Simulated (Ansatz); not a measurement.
# MgO: relaxation and properties

One table from this session's results is given with a row withheld; the runs are named, their logs left out.

Computed with Ansatz 0.2.0 (DFT PBE, scalar-relativistic, plane waves, PAW, unless a step's input says otherwise).

### The system as given

The structure is cubic, space group Pm-3m (No. 221). Conventional cell: a = 2.584 Å, b = 2.584 Å, c = 2.584 Å, α = 90.00°, β = 90.00°, γ = 90.00°. Around Mg (site symmetry m-3m) lie 8 O at 2.24 Å. Around O (site symmetry m-3m) lie 8 Mg at 2.24 Å.

As a file:

```
Mg O
1.0
     2.58372    0.00000    0.00000
     0.00000    2.58372    0.00000
     0.00000    0.00000    2.58372
Mg O
1 1
Direct
  0.00000 0.00000 0.00000
  0.50000 0.50000 0.50000
```

Set-up of the first run:

(A quick probe on a coarse mesh, which set the mesh and smearing, is not shown.)

input.yaml reads:

```yaml
crystal:
  lattice:
    - [2.58372456, 0.0, 0.0]
    - [0.0, 2.58372456, 0.0]
    - [0.0, 0.0, 2.58372456]
  atoms:
    - { symbol: Mg, position: [0.0, 0.0, 0.0] }
    - { symbol: O, position: [0.5, 0.5, 0.5] }
basis:
  ecutwfc: 420
kpoints:
  mp_grid: { grid: [8, 8, 8] }
hamiltonian:
  xc: pbe
scf:
  occupations: { method: gaussian, width: 0.1 }
output:
  forces: true
  stress: true
  eigenvalues: true
relax:
  adjacent_minimum: "off"
  f_tol: 0.05
  max_steps: 80
  cell: { stress_tol: 0.5 }
```

Launch:

```sh
$ ansatz run input.yaml --threads 1 --pin off --max-ram 2560MiB --backend cpu --events-out ev --progress --plain --runs-dir out
```

Steps of the session up to this table: Coarse relaxation; Relaxing cell and atoms; The cell scaled to 0.97 of its volume; Point at V/V0 = 1.03; Point at V/V0 = 0.94; Point at V/V0 = 1.06; The cell scaled to 0.91 of its volume; The cell scaled to 1.10 of its volume; The cell scaled to 0.88 of its volume.

One table of the session follows, with a row left open; its other results are not shown here.

It belongs to the step «Equation of state». 

```
volume (Å³/atom)  energy above the lowest point (meV/atom)  pressure (GPa)  gap on the mesh (eV)
           8.280                                      72.6           22.99                  3.49
           8.562                                      38.6           15.83                  3.15
           8.844                                      16.2            9.72                  2.83
           9.126                                       3.9            4.49                  2.54
           9.409                                       0.0            0.00                  2.27
           9.691                                         ?               ?                     ?
           9.973                                      13.3           -7.16                  1.79
          10.350                                      34.5          -10.86                  1.50
```

Estimate the missing values for volume (Å³/atom) = 9.691.

Worked estimate for «energy above the lowest point (meV/atom)». A straight line through the neighbours (9.409, 0.0) and (9.973, 13.3) gives 0.0 + (13.3 − 0.0) × (9.691 − 9.409) / (9.973 − 9.409) = 6.7; a parabola fitted to 4 rows on both sides gives 3.6.

**Answer.** energy above the lowest point (meV/atom): 3.5; pressure (GPa): -3.85; gap on the mesh (eV): 2.02. In «energy above the lowest point (meV/atom)» the line misses by +3.2 and the parabola by +0.1.
